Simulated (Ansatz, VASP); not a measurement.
**Two plane-wave programs on TiAl3**

Contents of INCAR:

```
PREC     = Accurate       # precision mode
ENCUT    = 520            # plane-wave cutoff, eV
EDIFF    = 1E-7           # SCF threshold, eV
ISMEAR   = -1             # smearing method
SIGMA    = 0.05           # smearing width, eV
LREAL    = F              # projectors in reciprocal space
LASPH    = T              # aspherical terms in the spheres
NELM     = 100            # most SCF steps
ALGO     = Normal         # electronic algorithm
ISIF     = 2              # what is computed and relaxed
LWAVE    = F              # write WAVECAR
LCHARG   = F              # write CHGCAR
GGA      = PS             # functional
NBANDS   = 18             # bands
```

File KPOINTS:

```
regular mesh
0
Gamma
  10 10 10
```

POSCAR

```
TiAl3
1.0
   -1.9237634764      1.9237634764      4.3090184209
    1.9237634764     -1.9237634764      4.3090184209
    1.9237634764      1.9237634764     -4.3090184209
Ti Al
1 3
Direct
    0.0000000000      0.0000000000      0.0000000000
    0.2500000000      0.7500000000      0.5000000000
    0.7500000000      0.2500000000      0.5000000000
    0.5000000000      0.5000000000      0.0000000000
```

File input.yaml:

```yaml
crystal:
  lattice:
    - [-1.9237634764, 1.9237634764, 4.3090184209]
    - [1.9237634764, -1.9237634764, 4.3090184209]
    - [1.9237634764, 1.9237634764, -4.3090184209]
  atoms:
    - { symbol: Ti, position: [0.0, 0.0, 0.0] }
    - { symbol: Al, position: [0.25, 0.75, 0.5] }
    - { symbol: Al, position: [0.75, 0.25, 0.5] }
    - { symbol: Al, position: [0.5, 0.5, 0.0] }
hamiltonian:
  xc: pbesol
  pseudopotentials: { kind: paw }
kpoints:
  mp_grid: { grid: [10, 10, 10] }
scf:
  occupations: { method: fermi_dirac, width: 0.05 }
output:
  forces: true
  stress: true
  eigenvalues: true
  write_density: true
  write_potential: true
  elf: true
  volumetric_format: npy
```

Change from the starting cell: volume scaled by 1.02.

Alike in both runs: task single point; functional PBEsol; k mesh 10 × 10 × 10; occupations fermi-dirac, width 0.05 eV; no spin polarisation.

```csv
,VASP,Ansatz
version,VASP 6.6.1,Ansatz 0.2.0
potentials or method,"VASP PAW PBE potentials, release 64 (Ti_sv, Al)",Ansatz PAW
plane-wave cutoff (eV),520,420
valence electrons in the cell,21,21
```

|  | VASP | Ansatz | Ansatz less VASP |
| --- | --- | --- | --- |
| gap on the k mesh at the Fermi level (eV) | none | none | - |
| pressure (GPa) | -2.5 | -2.6 | -0.09 |

A gap of «none» marks a metal or a gap that the smearing closes. With one functional, cell and mesh, what is left measures potentials, basis and numerics.

Caveats: the PAW data sets were made with another functional, which shifts forces and pressure a little (VASP); the PAW data sets come from PBE, with cores solved anew for the run's functional, which leaves a small shift of forces and pressure (Ansatz).
